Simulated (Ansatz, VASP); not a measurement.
**Two plane-wave programs on TaN**

Contents of INCAR:

```
SYSTEM = TaN
  PREC = Accurate
  ENCUT = 520
  EDIFF = 1E-7
  ISMEAR = 0
  SIGMA = 0.1
  LREAL = .FALSE.
  LASPH = .TRUE.
  NELM = 150
  ALGO = Normal
  ISIF = 2
  LWAVE = .FALSE.
  LCHARG = .TRUE.
  ISPIN = 2
  MAGMOM = 1 0
  LORBIT = 11
  LMAXMIX = 4
  GGA = PE
  LELF = .TRUE.
  LVHAR = .TRUE.
  NBANDS = 19
```

File KPOINTS:

```
Automatic mesh
0
G
  6 6 6
  0 0 0
```

POSCAR

```
TaN
1.0
    2.9379988584      0.0000000000      0.0000000000
   -1.4689994292      2.5443816477      0.0000000000
    0.0000000000      0.0000000000      2.8830000000
Ta N
1 1
Direct
    0.3333333333      0.6666666667      0.5000000000
    0.0000000000      0.0000000000      0.0000000000
```

Input for Ansatz:

```yaml
crystal:
  lattice:
    - [2.9379988584, 0.0, 0.0]
    - [-1.4689994292, 2.5443816477, 0.0]
    - [0.0, 0.0, 2.883]
  atoms:
    - { symbol: Ta, position: [0.3333333333, 0.6666666667, 0.5], spin: 1.0 }
    - { symbol: "N", position: [0.0, 0.0, 0.0] }
basis:
  ecutwfc: 420
kpoints:
  mp_grid: { grid: [6, 6, 6] }
hamiltonian:
  xc: pbe
scf:
  occupations: { method: gaussian, width: 0.1 }
  lower_state_search: "off"
output:
  forces: true
  stress: true
  eigenvalues: true
  populations: true
magnetization:
  spin_polarized: true
```

Alike in both runs: task single point; functional PBE; k mesh 6 × 6 × 6; occupations gaussian, width 0.1 eV; collinear spin.

|  | VASP | Ansatz |
| --- | --- | --- |
| version | VASP 6.6.1 | Ansatz 0.2.0 |
| potentials or method | VASP PAW PBE potentials, release 64 (Ta_pv, N) | scalar-relativistic, plane waves, PAW |
| plane-wave cutoff (eV) | 520 | 420 |
| valence electrons in the cell | 16 | 18 |

```csv
,VASP,Ansatz,Ansatz less VASP
gap on the k mesh at the Fermi level (eV),none,none,-
pressure (GPa),5.4,4.7,-0.72
largest component of the traceless stress (GPa),0.78,0.66,-0.122
net moment per atom (μB),0.00,0.00,0.000
```

A gap of «none» marks a metal or a gap that the smearing closes. The two sets of potentials don't hold the same shells in valence. Ansatz warned: «seeded_moment_not_kept».

Caveats: the k mesh is coarse (spacing up to 0.41 Å⁻¹), so the values aren't converged. Spin-orbit coupling is left out, which matters for the levels of Ta.
